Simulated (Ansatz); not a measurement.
**AlN at 1 GPa: from Born charge to LO–TO splitting and polaron coupling**

Theory: Ansatz 0.2.0, DFT PBE, scalar-relativistic, plane waves, PAW. Plane waves to 420 eV; Γ-centred k mesh 10×10×10; fixed occupations. No spin polarisation. Phonons by linear response, acoustic sum rule imposed.

The cell, relaxed at 1 GPa:
```
Al N
1.0
     0.00000    2.19783    2.19783
     2.19783    0.00000    2.19783
     2.19783    2.19783    0.00000
Al N
1 1
Direct
  0.00000 0.00000 0.00000
  0.75000 0.75000 0.75000
```

Linear response gives ν_TO = 639.4 cm⁻¹, Born charges ±2.549 e (positive on Al) and ε∞ = 4.615. The primitive cell holds 21.233 Å³, and the masses are 26.982 and 14.007 amu.

Question: Find ν_LO and the static dielectric constant.

Answer: The long-wave field adds a restoring force: ω_LO² − ω_TO² = Z*²e²/(ε_vac ε∞ μV). In these units ν_LO² − ν_TO² = 4.92064×10⁷ Z*²/(μ V ε∞) cm⁻², with μ = m₁m₂/(m₁ + m₂) = 9.220 amu: 353805 cm⁻². So ν_LO = √(639.4² + 353805) = 873.3 cm⁻¹, and the run gives 873.3. Lyddane–Sachs–Teller then gives ε0 = ε∞ (ν_LO/ν_TO)² = 8.61, against 8.61 in the run (it forms both from the same three quantities, so the match checks the arithmetic only). Between ν_TO and ν_LO the dielectric function is negative and an undamped crystal reflects fully: a reststrahlen band from 11.5 to 15.6 μm.

Question: What do the Clausius–Mossotti polarisability and the Szigeti charge come to?

Answer: With the Lorentz local field, α = (3V/4π)(ε∞ − 1)/(ε∞ + 2) = 2.77 Å³ for the pair, and e_S = 3Z*/(ε∞ + 2) = 1.16 e. The Born charge includes the electrons' response to the dipole's own local field, and e_S takes that enhancement out. The Lorentz field assumes point-like polarisable ions, a poor picture once ε∞ is this large, since the electron clouds then overlap or are shared, so both numbers are formal here.

Question: How strongly does a slow electron couple to the LO mode?

Answer: For one isotropic parabolic band, Fröhlich's constant is α_F = (1/ε∞ − 1/ε0) √(m* Ry/ħω_LO), with Ry = 13.606 eV, ħω_LO = 108.3 meV and m* in free-electron masses: α_F = 0.1005 × 11.21 × √m* = 1.13 √m*. The band mass isn't part of this run; for m* = 0.1, 0.3 and 1 it gives 0.36, 0.62, 1.13. In weak coupling the polaron lies α_F ħω_LO below the band edge (67 meV at m* = 0.3) with a mass m*(1 + α_F/6); past α_F of about 5 or 6 that expansion fails. A semilocal functional's ε∞ tends to be too large, which taken alone lowers α_F.

This zinc-blende form isn't the usual stable structure of the compound.

Cost: 1 run of about 0.51 core-minutes, on Arm Neoverse V1 (shared hosts).